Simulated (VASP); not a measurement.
**VASP inputs for SrTiO3 (strained cubic perovskite)**

INCAR

```
LREAL = .FALSE.
NELM = 120
LCHARG = .FALSE.
EDIFF = 1E-7
SIGMA = 0.02
GGA = PE
ISMEAR = -1
NSW = 0
LWAVE = .FALSE.
IBRION = -1
PREC = Accurate
ISIF = 2
LASPH = .TRUE.
ENCUT = 520
NBANDS = 28
```

KPOINTS

```
KPOINTS created by Atomic Simulation Environment
0
Gamma
6 6 6
0 0 0
```

KPOINTS_OPT

```
special points
4
Reciprocal
0.0000000000 0.0000000000 0.0000000000 1
0.0000000000 0.5000000000 0.0000000000 1
0.5000000000 0.5000000000 0.0000000000 1
0.5000000000 0.5000000000 0.5000000000 1
```

POSCAR

```
Sr Ti O
 1.0000000000000000
     3.8287144715000001    0.0000000000000000    0.0000000000000000
     0.0000000000000000    3.8287144715000001    0.0000000000000000
     0.0000000000000000    0.0000000000000000    3.8287144715000001
 Sr  Ti  O
   1   1   3
Cartesian
  0.0000000000000000  0.0000000000000000  0.0000000000000000
  1.9143572357499998  1.9143572357499998  1.9143572357499998
  1.9143572357499998  1.9143572357499998  0.0000000000000000
  1.9143572357499998  0.0000000000000000  1.9143572357499998
  0.0000000000000000  1.9143572357499998  1.9143572357499998
```

VASP ran with the recommended PBE PAW datasets (40 valence electrons in the cell).

Q: What does this run give?

A: gap between bands v and c 1.96 eV; least direct gap 2.28 eV; pressure 17.8 GPa.

Band v is the last that the valence electrons fill when counted band by band, and c is the next. Levels in eV from the top of v:

```
point    v−1      v     c   c+1
    Γ  -0.32  -0.32  1.96  1.96
    X  -0.72  -0.72  2.16  4.09
    M  -1.63  -0.10  4.10  4.10
    R   0.00   0.00  4.85  4.85
```
